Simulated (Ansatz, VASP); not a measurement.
# One calculation of Cu, two programs

INCAR

```
SYSTEM = Cu
PREC     = Accurate       ! precision mode
ENCUT    = 520            ! plane-wave cutoff, eV
EDIFF    = 1E-6           ! SCF threshold, eV
ISMEAR   = 0              ! smearing method
SIGMA    = 0.02           ! smearing width, eV
LREAL    = .False.        ! projectors in reciprocal space
LASPH    = .True.         ! aspherical terms in the spheres
NELM     = 100            ! most SCF steps
ALGO     = Fast           ! electronic algorithm
ISIF     = 2              ! what is computed and relaxed
LWAVE    = .False.        ! write WAVECAR
LCHARG   = .False.        ! write CHGCAR
GGA      = PE             ! functional
NBANDS   = 12             ! bands
```

File KPOINTS:

```
regular mesh
0
Gamma
  4 12 2
  0 0 0
```

Contents of POSCAR:

```
Cu
1.0
   11.0443859107      0.2058348178     -0.0727768974
    0.0398177933      2.3853073992     -0.0076323033
   -4.5235187465     -0.1559011042     21.7046728841
Cu
1
Direct
    0.5000000000      0.5000000000      0.5000000000
```

Input for Ansatz:

```yaml
crystal:
  lattice:
    - [11.0443859107, 0.2058348178, -0.0727768974]
    - [0.0398177933, 2.3853073992, -0.0076323033]
    - [-4.5235187465, -0.1559011042, 21.7046728841]
  atoms:
    - { symbol: Cu, position: [0.5, 0.5, 0.5] }
basis:
  ecutwfc: 420
kpoints:
  mp_grid: { grid: [4, 12, 2] }
hamiltonian:
  xc: pbe
scf:
  occupations: { method: gaussian, width: 0.02 }
output:
  forces: true
  stress: true
  eigenvalues: true
```

Alike in both runs: task single point; functional PBE; k mesh 4 × 12 × 2; occupations gaussian, width 0.02 eV; no spin polarisation.

|  | VASP | Ansatz |
| --- | --- | --- |
| version | VASP 6.6.1 | Ansatz 0.2.0 |
| potentials or method | VASP PAW PBE potentials, release 64 (Cu) | scalar-relativistic, plane waves, PAW |
| plane-wave cutoff (eV) | 520 | 420 |
| valence electrons in the cell | 11 | 19 |

VASP gave:

```
gap on the k mesh at the Fermi level (eV)       : none
pressure (GPa)                                  : -0.1
largest component of the traceless stress (GPa) : 0.17
```

Question: Which values does Ansatz return?

Answer: gap on the k mesh at the Fermi level (eV): none; pressure (GPa): -0.1; largest component of the traceless stress (GPa): 0.18.

A gap of «none» marks a metal or a gap that the smearing closes. The two sets of potentials don't hold the same shells in valence. Ansatz warned: «stability_check_not_made».
